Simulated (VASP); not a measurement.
The system is Cu.

```
Cu
1.0
     2.56773    0.00000    0.00000
    -1.28386    2.22372    0.00000
     0.00000    0.00000    4.19040
Cu
2
Cartesian
  0.0000 1.4825 3.1428
  1.2839 0.7412 1.0476
```

The cell was built by a generator and needn't be a form met in nature.

Base run:

```yaml
Program: VASP 6.6.1
Functional: PBE
Potentials_or_basis: VASP PAW PBE potentials, release 64 (Cu)
Cutoff: 520 eV
k_mesh: 18 × 18 × 10
Occupations: gaussian, width 0.05 eV
Spin: no spin polarisation
```

Its results: band gap on the k mesh none (metal or under the smearing width); pressure 0.8 GPa.

The run is repeated on the same cell with these changes: further incar settings from ALGO = Normal; EDIFF = 1e-06; NBANDS = 18 to ALGO = Fast; EDIFF = 1e-06; NBANDS = 18. What comes out?

Band gap on the k mesh none (metal or under the smearing width); pressure 1.5 GPa.
